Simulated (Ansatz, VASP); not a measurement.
## One calculation of ZnO (zincite), two programs

```xyz
4
Lattice="3.2301 0.0000 0.0000 -1.6150 2.7973 0.0000 0.0000 0.0000 5.2141" Properties=species:S:1:pos:R:3 pbc="T T T"
Zn    0.0000    1.8649    2.6072
Zn    1.6150    0.9324    0.0002
O     1.6150    0.9324    1.9760
O     0.0000    1.8649    4.5831
```

Alike in both runs: task single point; functional PBEsol; k mesh 9 × 9 × 6; occupations gaussian, width 0.02 eV; no spin polarisation.

|  | VASP | Ansatz |
| --- | --- | --- |
| version | VASP 6.6.1 | Ansatz 0.2.0 |
| potentials or method | VASP PAW PBE potentials, release 64 (Zn, O) | scalar-relativistic, plane waves, PAW |
| plane-wave cutoff (eV) | 520 | 420 |
| valence electrons in the cell | 36 | 36 |

```csv
,VASP,Ansatz,Ansatz less VASP
gap on the k mesh at the Fermi level (eV),0.69,0.70,+0.015
least direct gap on the mesh (eV),0.69,0.70,+0.015
pressure (GPa),0.8,0.0,-0.77
```

Caveats: the PAW data sets were made with another functional, which shifts forces and pressure a little (VASP). Expect the measured gap to be larger: semilocal functionals such as PBEsol lack the derivative discontinuity.
